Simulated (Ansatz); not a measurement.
# HfC5: what a guessed cell relaxes into

Aim: relax a trial structure of HfC5 and see where it ends.

Computed with Ansatz 0.2.0 (DFT PBE, scalar-relativistic, plane waves, PAW, unless a step's input says otherwise).

## 1. Starting point

Symmetry: P-62m, No. 189, hexagonal system. Conventional cell: a = 4.959 Å, b = 4.959 Å, c = 4.547 Å, α = 90.00°, β = 90.00°, γ = 120.00°. Hf (site symmetry -62m) is surrounded by 12 C at 2.75 to 2.86 Å. Around C (site symmetry m2m) lie 10 C at 2.69 to 2.95 Å and 2 Hf at 2.75 Å. C (site symmetry -6) is surrounded by 9 C at 2.84 to 2.86 Å and 3 Hf at 2.86 Å.

As a file:

```cif
data_structure
_symmetry_space_group_name_H-M 'P-62m'
_symmetry_Int_Tables_number 189
_cell_length_a 4.9590
_cell_length_b 4.9590
_cell_length_c 4.5469
_cell_angle_alpha 90.000
_cell_angle_beta 90.000
_cell_angle_gamma 120.000
_cell_volume 96.84
loop_
_atom_site_label
_atom_site_type_symbol
_atom_site_symmetry_multiplicity
_atom_site_Wyckoff_symbol
_atom_site_fract_x
_atom_site_fract_y
_atom_site_fract_z
_atom_site_occupancy
Hf1 Hf 1 a 0.00000 0.00000 0.00000 1
C1 C 3 g 0.31303 0.00000 0.50000 1
C2 C 2 c 0.33333 0.66667 0.00000 1
```

Recipe of the guess: species swapped into a database cell of Mg5Pd (P-62m, No. 189), with C on the Mg sites and Hf on the Pd sites. Its size is a rough estimate.

## 2. A first look at the guess

input.yaml reads:

```yaml
crystal:
  lattice:
    - [4.95901812, 0.0, 0.0]
    - [-2.47950906, 4.29463567, 0.0]
    - [0.0, 0.0, 4.54690021]
  atoms:
    - { symbol: Hf, position: [0.0, 0.0, 0.0] }
    - { symbol: C, position: [0.31303453, 0.0, 0.5] }
    - { symbol: C, position: [0.68696547, 0.68696547, 0.5] }
    - { symbol: C, position: [0.0, 0.31303453, 0.5] }
    - { symbol: C, position: [0.33333333, 0.66666667, 0.0] }
    - { symbol: C, position: [0.66666667, 0.33333333, 0.0] }
basis:
  ecutwfc: 420
kpoints:
  mp_grid: { grid: [6, 6, 4] }
hamiltonian:
  xc: pbe
scf:
  occupations: { method: gaussian, width: 0.1 }
  lower_state_search: "off"
output:
  forces: true
  stress: true
  eigenvalues: true
```

Launch:

```sh
> ansatz run input.yaml --threads 1 --pin off --max-ram 2560MiB --backend cpu --events-out ev --progress --plain --runs-dir out
```

The log of the run, shortened:

```text
[...]
SCF converged after 7 iterations
Free energy (F): -16951.808736 eV
[...]
E sigma→0 (E₀):  -16951.789713 eV
Entropy (-TS):   -0.038046 eV (-6.341 meV/atom)
Fermi energy:    6.002550 eV
[...]
--- Forces (eV/Å), atoms counted from 1 ---
  atom   1  Hf     0.00000000    -0.00000000     0.00000000
  atom   2  C     -1.23785863     0.00000000     0.00000000
  atom   3  C      0.61892931     1.07201702     0.00000000
  atom   4  C      0.61892931    -1.07201702     0.00000000
  atom   5  C      0.00000000     0.00000000     0.00000000
  atom   6  C      0.00000000    -0.00000000     0.00000000
[...]
--- Stress (GPa, compression-positive) ---
      -31.270187       0.000000       0.000000
        0.000000     -31.270187       0.000000
        0.000000       0.000000     -32.268378
  P = ⅓ Tr σ = -31.6029 GPa (-316.029 kbar)
--- Band table (eV; the first three rows and the last of 21) ---
[...]
```

Wall time 5.3 s (1 thread of AMD EPYC 7R43 (Zen 3), shared host); peak memory 0.38 GiB.

From the probe: pressure -31.6 GPa, largest force 1.24 eV/Å, gap on this mesh none (metal). A guess like this is first relaxed loosely on the coarse mesh.

## 3. Rough relaxation on the coarse mesh

Changes to input.yaml since step 2:

```diff
@@ -25 +25,6 @@
   eigenvalues: true
+relax:
+  adjacent_minimum: "off"
+  f_tol: 0.04
+  max_steps: 70
+  cell: { stress_tol: 0.4 }
```

Launch:

```sh
> ansatz run input.yaml --threads 1 --pin off --max-ram 2560MiB --backend cpu --events-out ev --progress --plain --runs-dir out
```

The log of the run:

```text
Warning: RAYON_NUM_THREADS=1 ignored (pool sized by the plan → 1); use --threads N
Engine: ansatz 0.2.0, x86_64-unknown-linux-gnu
Pseudopotentials: kind: paw
Pseudopotential: Hf, paw, valence charge 26, recommended cutoff 420 eV (normal), Hf.paw.azcp
Pseudopotential: C, paw, valence charge 4, recommended cutoff 420 eV (normal), C.paw.azcp
Functional definition: PBE
  parameter kappa = 0.804
  parameter beta = 0.06672455060314922
  exchange = pbe_x(kappa = kappa, mu = beta*pi^2/3)
  correlation = pbe_c(beta = beta)
Crystal: 6 atoms, lattice volume = 96.836 Å³
Basis set: ecut = 420 eV, 1917 PW (Γ), exchange–correlation on 72×72×64 points (8 copies of the dense FFT grid, shifted against one another)
Bands: 29, of which v1, the nominal top of the filled ones, is band 23 counted from 1 (22 counted from 0)
Symmetry: 12 space group operations
Space group: P-62m (ITA 189), of the structure as read, at distance tolerance 4.6e-5 Å
k-points: 21 of 144 (time reversal used)
Non-local potential: Hf, projectors of the file, l = 0: 3, l = 1: 2, l = 2: 2, l = 3: 3
Non-local potential: C, projectors of the file, l = 0: 2, l = 1: 2, l = 2: 1
PAW form: soft (Blöchl's): semilocal exchange-correlation on the pseudo side does not see the compensation charge
PAW one-centre angular grid: Hf, 590 points (default); XC on 64 Gauss nodes
PAW one-centre angular grid: C, 110 points (default); XC on 64 Gauss nodes
Initial density: superposition of atomic densities (neutral atoms: chi_scale 0, normalization atom), corrected by the library's trained network
Initial wavefunctions: pseudopotential atomic-orbital guess
Functional: x = pbe(κ = 0.804, μ = 0.2195149727645171), c = pbe(β = 0.06672455060314922)
SCF iter   1: F=—  HF=-16951.806345 eV  |F-HF|=—  |Δ(HF+E_count)|=         —  Δρ=3.78e-3  dr2=2.23e-2  ethr=1.77e-3  ⟨swp⟩=3.3  Hψ=2008  notcnv=0
preconditioner: auto → Kerker (q_TF=auto, 2.410 Å⁻¹)  [metal: Δε(μ)=0.029 eV  Ē_g=8.796 eV  σ=0.100 eV  W_gap=0.16  n_scr=20 (ndim 8)  ℏωp=23.3 eV  f_vac=0.000  D(μ)=7.48/eV (n_scr^D=70)]
SCF iter   2: F=—  HF=-16951.808056 eV  |F-HF|=—  |Δ(HF+E_count)|=   1.71e-3  Δρ=1.94e-3  dr2=5.34e-3  ethr=4.85e-5  ⟨swp⟩=1.3  Hψ=785  notcnv=0
SCF iter   3: F=—  HF=-16951.808620 eV  |F-HF|=—  |Δ(HF+E_count)|=   5.64e-4  Δρ=4.04e-4  dr2=1.52e-4  ethr=1.16e-5  ⟨swp⟩=2.2  Hψ=759  notcnv=0
SCF iter   4: F=—  HF=-16951.808689 eV  |F-HF|=—  |Δ(HF+E_count)|=   6.88e-5  Δρ=2.22e-4  dr2=4.88e-5  ethr=3.31e-7  ⟨swp⟩=2.4  Hψ=1036  notcnv=0
SCF iter   5: F=—  HF=-16951.808736 eV  |F-HF|=—  |Δ(HF+E_count)|=   4.66e-5  Δρ=7.93e-5  dr2=7.33e-6  ethr=1.06e-7  ⟨swp⟩=2.0  Hψ=1088  notcnv=0
SCF iter   6: F=—  HF=-16951.808735 eV  |F-HF|=—  |Δ(HF+E_count)|=   6.33e-7  Δρ=3.24e-5  dr2=6.95e-7  ethr=1.59e-8  ⟨swp⟩=2.0  Hψ=1002  notcnv=0
SCF iter   7: F=-16951.808736 eV  HF=-16951.808736 eV  |F-HF|=8.91e-9  |Δ(HF+E_count)|=   5.88e-7  Δρ=8.42e-6  dr2=6.86e-8  ethr=2.17e-10  ⟨swp⟩=6.0  Hψ=2336  notcnv=0
SCF 1 converged in 7 iterations: F = -16951.808736 eV  dr2 = 6.86e-8
relax step   1: F+E_penalty+E_count = -16951.80873573 eV  Δ(F+E_penalty+E_count) = +0.000e0 eV  max|allowed force component| = 1.238e0 eV/Å  Δτ_max = 0.0000 Å  P = -31.603 GPa  Ω = 96.836 Å³  (7 SCF iters, dr2 threshold 1.00e-7 eV, accepted)
Crystal: 6 atoms, lattice volume = 83.512 Å³
Basis set: ecut = 420 eV, 1629 PW (Γ), exchange–correlation on 72×72×64 points (8 copies of the dense FFT grid, shifted against one another)
Initial density: handed on by an earlier stage of this run
Initial wavefunctions: those handed on with the density
iter 1 solved again at ethr=1.04e-3 eV; its pass at ethr=3.10e-3 eV (dr2=4.76e-1 eV) is discarded
SCF iter   1: F=—  HF=-16954.803288 eV  |F-HF|=—  |Δ(HF+E_count)|=         —  Δρ=1.57e-2  dr2=4.73e-1  ethr=1.04e-3  ⟨swp⟩=1.0  Hψ=3338  notcnv=0
preconditioner: auto → Kerker (q_TF=auto, 2.470 Å⁻¹)  [metal: Δε(μ)=0.087 eV  Ē_g=9.129 eV  σ=0.100 eV  W_gap=0.45  n_scr=20 (ndim 8)  ℏωp=25.0 eV  f_vac=0.000  D(μ)=4.68/eV (n_scr^D=46)]
SCF iter   2: F=—  HF=-16954.728305 eV  |F-HF|=—  |Δ(HF+E_count)|=   7.50e-2  Δρ=7.77e-3  dr2=1.15e-1  ethr=1.03e-3  ⟨swp⟩=2.1  Hψ=797  notcnv=0
SCF iter   3: F=—  HF=-16954.704073 eV  |F-HF|=—  |Δ(HF+E_count)|=   2.42e-2  Δρ=2.17e-3  dr2=8.36e-3  ethr=2.51e-4  ⟨swp⟩=2.0  Hψ=1011  notcnv=0
SCF iter   4: F=—  HF=-16954.699424 eV  |F-HF|=—  |Δ(HF+E_count)|=   4.65e-3  Δρ=1.42e-3  dr2=1.99e-3  ethr=1.82e-5  ⟨swp⟩=2.0  Hψ=1110  notcnv=0
SCF iter   5: F=—  HF=-16954.699300 eV  |F-HF|=—  |Δ(HF+E_count)|=   1.24e-4  Δρ=3.72e-4  dr2=1.05e-4  ethr=4.33e-6  ⟨swp⟩=2.0  Hψ=1008  notcnv=0
SCF iter   6: F=—  HF=-16954.699313 eV  |F-HF|=—  |Δ(HF+E_count)|=   1.39e-5  Δρ=8.37e-5  dr2=7.55e-6  ethr=2.29e-7  ⟨swp⟩=2.0  Hψ=1006  notcnv=0
SCF iter   7: F=—  HF=-16954.699316 eV  |F-HF|=—  |Δ(HF+E_count)|=   2.27e-6  Δρ=2.37e-5  dr2=4.03e-7  ethr=1.30e-9  ⟨swp⟩=3.3  Hψ=2480  notcnv=0
SCF iter   8: F=-16954.699316 eV  HF=-16954.699316 eV  |F-HF|=5.37e-9  |Δ(HF+E_count)|=   1.11e-7  Δρ=5.04e-6  dr2=1.90e-8  ethr=8.75e-10  ⟨swp⟩=4.0  Hψ=1840  notcnv=0
SCF 2 converged in 8 iterations: F = -16954.699316 eV  dr2 = 1.90e-8
relax step   2: F+E_penalty+E_count = -16954.69931563 eV  Δ(F+E_penalty+E_count) = -2.891e0 eV  max|allowed force component| = 1.480e0 eV/Å  Δτ_max = 0.0620 Å  P = -30.774 GPa  Ω = 83.512 Å³  energy of the carried Pulay correction = +2.330e-2 eV  (8 SCF iters, dr2 threshold 6.00e-7 eV, accepted)
Crystal: 6 atoms, lattice volume = 71.856 Å³
Basis set: ecut = 420 eV, 1387 PW (Γ), exchange–correlation on 72×72×64 points (8 copies of the dense FFT grid, shifted against one another)
iter 1 solved again at ethr=1.09e-3 eV; its pass at ethr=3.10e-3 eV (dr2=4.99e-1 eV) is discarded
SCF iter   1: F=—  HF=-16957.409703 eV  |F-HF|=—  |Δ(HF+E_count)|=         —  Δρ=1.82e-2  dr2=4.97e-1  ethr=1.09e-3  ⟨swp⟩=1.0  Hψ=3324  notcnv=0
preconditioner: auto → Kerker (q_TF=auto, 2.533 Å⁻¹)  [metal: Δε(μ)=0.036 eV  Ē_g=9.348 eV  σ=0.100 eV  W_gap=0.20  n_scr=20 (ndim 8)  ℏωp=27.0 eV  f_vac=0.000  D(μ)=4.90/eV (n_scr^D=58)]
SCF iter   2: F=—  HF=-16957.334880 eV  |F-HF|=—  |Δ(HF+E_count)|=   7.48e-2  Δρ=9.92e-3  dr2=1.52e-1  ethr=1.08e-3  ⟨swp⟩=2.0  Hψ=725  notcnv=0
SCF iter   3: F=—  HF=-16957.304993 eV  |F-HF|=—  |Δ(HF+E_count)|=   2.99e-2  Δρ=2.95e-3  dr2=1.13e-2  ethr=3.31e-4  ⟨swp⟩=2.0  Hψ=1044  notcnv=0
SCF iter   4: F=—  HF=-16957.295396 eV  |F-HF|=—  |Δ(HF+E_count)|=   9.60e-3  Δρ=1.85e-3  dr2=3.24e-3  ethr=2.46e-5  ⟨swp⟩=2.0  Hψ=1106  notcnv=0
SCF iter   5: F=—  HF=-16957.295433 eV  |F-HF|=—  |Δ(HF+E_count)|=   3.72e-5  Δρ=5.66e-4  dr2=2.17e-4  ethr=7.05e-6  ⟨swp⟩=2.0  Hψ=1091  notcnv=0
SCF iter   6: F=—  HF=-16957.295375 eV  |F-HF|=—  |Δ(HF+E_count)|=   5.88e-5  Δρ=1.14e-4  dr2=1.02e-5  ethr=4.71e-7  ⟨swp⟩=2.0  Hψ=1081  notcnv=0
SCF iter   7: F=—  HF=-16957.295381 eV  |F-HF|=—  |Δ(HF+E_count)|=   6.65e-6  Δρ=4.50e-5  dr2=1.72e-6  ethr=2.22e-8  ⟨swp⟩=2.0  Hψ=1075  notcnv=0
SCF iter   8: F=-16957.295381 eV  HF=-16957.295381 eV  |F-HF|=9.08e-9  |Δ(HF+E_count)|=   1.72e-7  Δρ=8.31e-6  dr2=4.32e-8  ethr=1.30e-9  ⟨swp⟩=5.7  Hψ=2600  notcnv=0
SCF 3 converged in 8 iterations: F = -16957.295381 eV  dr2 = 4.32e-8
relax step   3: F+E_penalty+E_count = -16957.29538099 eV  Δ(F+E_penalty+E_count) = -2.596e0 eV  max|allowed force component| = 2.154e0 eV/Å  Δτ_max = 0.0995 Å  P = -24.310 GPa  Ω = 71.856 Å³  energy of the carried Pulay correction = +4.671e-2 eV  (8 SCF iters, dr2 threshold 6.00e-7 eV, accepted)
[... 13 lines left out ...]
relax step   4: F+E_penalty+E_count = -16959.83922923 eV  Δ(F+E_penalty+E_count) = -2.544e0 eV  max|allowed force component| = 3.274e0 eV/Å  Δτ_max = 0.1793 Å  P = -8.700 GPa  Ω = 62.859 Å³  energy of the carried Pulay correction = +6.712e-2 eV  (8 SCF iters, dr2 threshold 6.00e-7 eV, accepted)
[... 12 lines left out ...]
relax step   5: F+E_penalty+E_count = -16961.20798715 eV  Δ(F+E_penalty+E_count) = -1.369e0 eV  max|allowed force component| = 1.351e0 eV/Å  Δτ_max = 0.1958 Å  P = +16.121 GPa  Ω = 58.946 Å³  energy of the carried Pulay correction = +7.672e-2 eV  (8 SCF iters, dr2 threshold 6.00e-7 eV, accepted)
[... 14 lines left out ...]
relax step   6: F+E_penalty+E_count = -16961.57883676 eV  Δ(F+E_penalty+E_count) = -3.708e-1 eV  max|allowed force component| = 8.735e-1 eV/Å  Δτ_max = 0.0278 Å  P = +1.272 GPa  Ω = 62.276 Å³  energy of the carried Pulay correction = +6.852e-2 eV  (8 SCF iters, dr2 threshold 6.00e-7 eV, accepted)
[... 12 lines left out ...]
relax step   7: F+E_penalty+E_count = -16961.63548472 eV  Δ(F+E_penalty+E_count) = -5.665e-2 eV  max|allowed force component| = 1.043e-1 eV/Å  Δτ_max = 0.0280 Å  P = +0.437 GPa  Ω = 63.961 Å³  energy of the carried Pulay correction = +6.450e-2 eV  (7 SCF iters, dr2 threshold 6.00e-7 eV, accepted)
[... 10 lines left out ...]
relax step   8: F+E_penalty+E_count = -16961.63966855 eV  Δ(F+E_penalty+E_count) = -4.184e-3 eV  max|allowed force component| = 8.598e-3 eV/Å  Δτ_max = 0.0027 Å  P = +0.153 GPa  Ω = 64.028 Å³  energy of the carried Pulay correction = +6.434e-2 eV  (6 SCF iters, dr2 threshold 6.00e-7 eV, accepted)
[... 11 lines left out ...]
relax step   9: F+E_penalty+E_count = -16961.64021865 eV  Δ(F+E_penalty+E_count) = -5.501e-4 eV  max|allowed force component| = 4.843e-3 eV/Å  Δτ_max = 0.0005 Å  P = +0.016 GPa  Ω = 64.112 Å³  energy of the carried Pulay correction = +6.414e-2 eV  (6 SCF iters, dr2 threshold 6.00e-7 eV, accepted)
Basis set: ecut = 420 eV, 1251 PW (Γ), exchange–correlation on 60×60×60 points (8 copies of the dense FFT grid, shifted against one another)
Initial wavefunctions: pseudopotential atomic-orbital guess (no wavefunctions were taken with the density)
iter 1 solved again at ethr=1.53e-7 eV; its pass at ethr=3.10e-3 eV (dr2=7.02e-5 eV) is discarded
SCF iter   1: F=—  HF=-16961.625824 eV  |F-HF|=—  |Δ(HF+E_count)|=         —  Δρ=5.37e-4  dr2=2.49e-5  ethr=1.53e-7  ⟨swp⟩=4.0  Hψ=3944  notcnv=0
preconditioner: auto → Resta (q_TF=auto, 2.581 Å⁻¹)  ε∞=6.4  [insulator: Δε(μ)=0.140 eV  Ē_g=13.268 eV  σ=0.100 eV  W_gap=0.64  n_scr=20 (ndim 8)  ℏωp=30.8 eV  f_vac=0.000  D(μ)=0.71/eV (n_scr^D=0)  ε∞_Penn≈6.4]
SCF iter   2: F=—  HF=-16961.625946 eV  |F-HF|=—  |Δ(HF+E_count)|=   1.22e-4  Δρ=3.03e-4  dr2=1.11e-5  ethr=5.42e-8  ⟨swp⟩=2.0  Hψ=1093  notcnv=0
SCF iter   3: F=—  HF=-16961.625963 eV  |F-HF|=—  |Δ(HF+E_count)|=   1.65e-5  Δρ=1.57e-4  dr2=2.15e-6  ethr=2.42e-8  ⟨swp⟩=2.2  Hψ=1092  notcnv=0
SCF iter   4: F=—  HF=-16961.625970 eV  |F-HF|=—  |Δ(HF+E_count)|=   6.60e-6  Δρ=9.01e-6  dr2=1.97e-8  ethr=4.68e-9  ⟨swp⟩=2.0  Hψ=1009  notcnv=0
SCF iter   5: F=—  HF=-16961.625970 eV  |F-HF|=—  |Δ(HF+E_count)|=   3.66e-8  Δρ=3.07e-6  dr2=1.96e-9  ethr=4.28e-11  ⟨swp⟩=2.0  Hψ=1092  notcnv=0
SCF iter   6: F=-16961.625970 eV  HF=-16961.625970 eV  |F-HF|=4.37e-11  |Δ(HF+E_count)|=   1.35e-9  Δρ=4.25e-7  dr2=6.47e-11  ethr=4.26e-12  ⟨swp⟩=4.1  Hψ=2032  notcnv=0
SCF 10 converged in 6 iterations: F = -16961.625970 eV  dr2 = 6.47e-11
relax step  10: F+E_penalty+E_count = -16961.62596955 eV  Δ(F+E_penalty+E_count) = +1.425e-2 eV  max|allowed force component| = 4.758e-3 eV/Å  Δτ_max = 0.0000 Å  P = -0.313 GPa  Ω = 64.112 Å³  stress off target by 3.72e-1 GPa  SCF on the basis re-selected at this cell (its energy is not comparable with the rows above)  (6 SCF iters)
basis re-selected at this cell: Δ(F+E_penalty+E_count) = +1.425e-2 eV, ΔP = -0.330 GPa vs the last step (what re-selecting the basis moved, of the pressure what is left beyond the Pulay correction that the steps carried, after the strain that the cell walked since its last selection, with what the two solves' SCF thresholds leave and, on support functions, any second-order correction that the steps lacked; it is no measure of the basis error at this ecutwfc). The dense FFT grid was sized anew with the basis: this SCF ran on 30×30×30 points, the steps before it on 36×36×32, so part of this shift can come from that change (see relax.cell in the input reference). This SCF's stress stands 3.72e-1 GPa from its target on what of the cell is left free (relax.cell.stress_tol is 4.00e-1 GPa) and its largest allowed force component is 4.76e-3 eV/Å (relax.f_tol is 4.00e-2 eV/Å): within both
SCF converged after 6 iterations
Free energy (F): -16961.625970 eV
Harris-Foulkes:  -16961.625970 eV  (|F-HF|=4.37e-11)
Internal energy: -16961.622418 eV  (E = F + TS)
E sigma→0 (E₀):  -16961.624194 eV
Entropy (-TS):   -0.003552 eV (-0.592 meV/atom)
Fermi energy:    10.907957 eV
--- Per-component energies (eV) ---
  E_band       = -98.580622
  E_kinetic    = 839.835366
  E_local      = -7158.013404  (includes V_loc(G=0)·N_el)
  E_nonlocal   = -1104.312567
  E_hartree    = 3240.836908
  E_xc         = -532.166433
  E_vxc        = -553.082992  (∫ρ·V_xc dr)
  E_paw        = -7419.049337  (= ΣΔE_a)
  E_vpaw       = 1395.319145  (= ΣTr[D̂ρ^β])
  E_aug_tail   = 0.000018  (compensation charges beyond the density's cutoff)
  E_ewald      = -4828.752969
  E_smearing   = -0.003552  (= −TS)
  E_closure    = -0.000000  (closes the sum)
  Σ components = -16961.625970   (vs F -16961.625970, Δ=0.00e0)
--- Forces (eV/Å), atoms counted from 1 ---
  atom   1  Hf    -0.00000000     0.00000000     0.00000000
  atom   2  C     -0.00475811     0.00000000    -0.00000000
  atom   3  C      0.00237906     0.00412065    -0.00000000
  atom   4  C      0.00237906    -0.00412065    -0.00000000
  atom   5  C      0.00000000     0.00000000     0.00000000
  atom   6  C     -0.00000000    -0.00000000    -0.00000000
  max |Σ_I F_I| component: 1.20e-15 eV/Å
--- Stress (GPa, compression-positive) ---
       -0.372389      -0.000000       0.000000
       -0.000000      -0.372389      -0.000000
        0.000000      -0.000000      -0.195529
  P = ⅓ Tr σ = -0.3134 GPa (-3.134 kbar)
--- Band table (eV; the first three rows and the last of 21) ---
  k-point 0: bands = ["-50.3005", "-19.3033", "-18.9807", "-18.9807", "-7.5692", "-1.2492", "-0.3043", "-0.3010", "-0.3010", "-0.2930", "-0.2446", "-0.2446", "-0.2089", "4.4781", "4.4781", "4.8327", "5.2476", "6.0941", "6.0941", "6.9356", "10.5092", "10.5092", "10.6940", "10.6940", "10.7475", "12.7151", "13.2086", "13.2086", "16.3047"]
  k-point 1: bands = ["-50.3004", "-19.3451", "-18.9799", "-18.9799", "-7.2382", "-1.3014", "-0.2927", "-0.2927", "-0.2926", "-0.2840", "-0.2453", "-0.2453", "-0.2089", "4.2360", "4.2360", "4.5978", "4.8676", "6.1817", "6.2188", "6.2188", "10.2597", "10.2597", "11.1352", "11.3555", "11.3555", "12.3814", "13.5054", "13.5054", "17.9146"]
  k-point 2: bands = ["-50.3002", "-19.3861", "-18.9791", "-18.9791", "-6.8712", "-1.3964", "-0.2922", "-0.2841", "-0.2841", "-0.2701", "-0.2461", "-0.2461", "-0.2089", "4.0228", "4.0228", "4.2804", "4.9035", "5.1832", "6.3613", "6.3613", "9.9209", "9.9209", "11.8232", "12.0057", "12.0057", "12.0920", "14.9603", "14.9603", "15.5814"]
  k-point 20: bands = ["-50.2987", "-19.3757", "-19.0409", "-19.0409", "-6.7195", "-0.3129", "-0.3129", "-0.2508", "-0.2465", "-0.2465", "-0.2374", "-0.2279", "1.3926", "1.3926", "2.5108", "2.5108", "3.6722", "6.5692", "9.0481", "9.4892", "9.4892", "10.3430", "10.3430", "12.3454", "12.3454", "13.6773", "13.6773", "14.5572", "16.1066"]
--- Relaxed structure (9 steps of the walk, 9 accepted, 1 SCFs on fresh bases) ---
  F+E_penalty+E_count = -16961.62596955 eV   max|allowed force component| = 4.758e-3 eV/Å   (the final SCF, on the basis selected at the relaxed cell)
  cell:  # Å, volume = 64.1121 Å³
    - [4.08391376122047, 1.7331751482119762e-35, 0.0]
    - [-2.041956880610235, 3.5367730640817827, 0.0]
    - [0.0, 0.0, 4.438705312889838]
  atoms:
    - { symbol: Hf, position: [-2.7970706030221884e-19, 2.7138910608829366e-19, 0.0] }
    - { symbol: C, position: [0.2054116033084855, 2.71389106088294e-19, 0.5000000000000001] }
    - { symbol: C, position: [0.7945883966915146, 0.7945883966915145, 0.5000000000000001] }
    - { symbol: C, position: [-4.163336342344337e-17, 0.20541160330848543, 0.5000000000000001] }
    - { symbol: C, position: [0.33333333333333337, 0.6666666666666667, 0.0] }
    - { symbol: C, position: [0.6666666666666667, 0.33333333333333337, 0.0] }
```

Run time: 73 s. Hardware: 1 thread of AMD EPYC 7R43 (Zen 3), shared host; peak memory 0.46 GiB.

Step by step:

| step | E - E(step 1) (eV/cell) | largest force component (eV/Å) | pressure (GPa) | volume (Å³) |
| --- | --- | --- | --- | --- |
| 1 | 0.0000 | 1.2379 | -31.60 | 96.84 |
| 2 | -2.8906 | 1.4796 | -30.77 | 83.51 |
| 3 | -5.4866 | 2.1543 | -24.31 | 71.86 |
| 4 | -8.0305 | 3.2745 | -8.70 | 62.86 |
| 5 | -9.3993 | 1.3511 | 16.12 | 58.95 |
| 6 | -9.7701 | 0.8735 | 1.27 | 62.28 |
| 7 | -9.8267 | 0.1043 | 0.44 | 63.96 |
| 8 | -9.8309 | 0.0086 | 0.15 | 64.03 |
| 9 | -9.8315 | 0.0048 | 0.02 | 64.11 |
| 10 | -9.8172 | 0.0048 | -0.31 | 64.11 |

Step 1 is the start. Step 10 repeats the geometry before it on a plane-wave basis chosen anew for that cell, so its energy need not be comparable with the rows above.

|  | before | after | change |
| --- | --- | --- | --- |
| a (Å) | 4.959 | 4.084 | -17.6 % |
| b (Å) | 4.959 | 4.084 | -17.6 % |
| c (Å) | 4.547 | 4.439 | -2.4 % |
| volume (Å³/atom) | 16.14 | 10.69 | -33.8 % |
| shortest distance (Å) | 2.689 | 1.453 | -46.0 % |
| space group (0.01 Å) | P-62m | P-62m | same |

Forces and stress were held to the start's 12 operations: a distortion of lower symmetry was not tested.

(Part 1 of 2 ends here.)
